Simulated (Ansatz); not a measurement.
Cd: largest V_zz and pressure against volume scale

All results are calculated (Ansatz 0.2.0). Periodic Kohn-Sham DFT of a crystal at fixed atoms, scaled to volume_scale times the given cell; pressure positive in compression, energy less spherical unpolarised free atoms, largest_vzz the field gradient of largest size among the nuclei.

The cell before it is scaled or strained (space group P6_3/mmc, No. 194):
```
Cd
1.0
      2.9789     0.0000     0.0000
     -1.4894     2.5798     0.0000
      0.0000     0.0000     5.6177
Cd
2
Direct
  0.33333 0.66667 0.25000
  0.66667 0.33333 0.75000
```

Settings of every row: method all-electron PAW; functional PBE; relativity scalar; k mesh 14x14x7; filling fermi-dirac; smearing width 0.05 eV; nucleus gaussian.

Atom start moment: 0 on all atoms.

Limits: field gradient without spin-orbit coupling on heavy atoms; no gap: field gradients move with the k mesh.

| row | volume scale | V (Å³/atom) | largest V_zz (1e21 V/m^2) | pressure (GPa) |
| --- | --- | --- | --- | --- |
| 1 | 0.94 | 20.291 | 8.457 | 7.552 |
| 2 | 0.95 | 20.507 | 8.341 | 6.666 |
| 3 | 0.96 | 20.722 | ? | ? |
| 4 | 0.98 | 21.154 | 7.988 | 4.323 |
| 5 | 0.99 | 21.37 | 7.867 | 3.638 |
| 6 | 1 | 21.585 | 7.744 | 2.998 |
| 7 | 1.01 | 21.801 | 7.619 | 2.4 |
| 8 | 1.02 | 22.017 | 7.491 | 1.842 |
| 9 | 1.04 | 22.449 | 7.224 | 0.839 |
| 10 | 1.05 | 22.665 | 7.086 | 0.39 |
| 11 | 1.06 | 22.881 | 6.945 | -0.027 |

Question: what largest V_zz and pressure should row 3 give?

Worked fit of largest V_zz. Take t = volume scale − 1. The shown rows have t = -0.06, -0.05, -0.02, -0.01, 0, 0.01, 0.02, 0.04, 0.05, 0.06. Least squares give largest V_zz = 7.7443 − 12.563 × t − 12.06 × t² 1e21 V/m^2; a straight line predicts inner rows, each left out in turn, worse (root mean square 0.017 against 0.0022 1e21 V/m^2). The rows lie off it by 0.002, -0.001, -0.003, -0.002, 0.000, 0.002, 0.003, 0.002, 0.000, -0.002. The withheld row has t = -0.04, so the fit gives 7.7443 − 12.563 × (-0.04) − 12.06 × (-0.04)² = 8.228 1e21 V/m^2.

The calculation gave 8.224 1e21 V/m^2. The fit lies 0.004 1e21 V/m^2 (0.26 % of the column's range) above it; its largest miss of a shown row is 0.003 1e21 V/m^2.

Worked fit of pressure. Take u = (V_r/V)^(2/3) − 1 with V_r = 21.693 Å³ an atom, which is twice the finite (Eulerian) strain; such expansions in the strain, on which the Birch-Murnaghan equation of state is built, carry the rest volume and the bulk modulus. The shown rows have u = 0.04555, 0.03819, 0.01692, 0.01005, 0.00333, -0.00331, -0.00983, -0.02258, -0.0288, -0.03492. Least squares give pressure = 2.6943 + 90.339 × u + 357.6 × u² GPa; a straight line predicts inner rows, each left out in turn, worse (root mean square 0.22 against 0.0017 GPa). The rows lie off it by 0.001, 0.000, -0.002, 0.000, -0.001, 0.001, 0.001, 0.002, 0.001, -0.003. The pressure vanishes at u = -0.0345, or V = 22.87 Å³ an atom, and there the bulk modulus at fixed shape and fractions is B = −V dP/dV = (2/3)(1 + u) dP/du = 42.2 GPa. Letting shape and atoms relax would as a rule lower it, by much in layered, chain or molecular crystals. The withheld row has u = 0.031, so the fit gives 2.6943 + 90.339 × (0.031) + 357.6 × (0.031)² = 5.838 GPa.

The calculation gave 5.834 GPa. The fit lies 0.004 GPa (0.053 % of the column's range) above it; its largest miss of a shown row is 0.003 GPa.
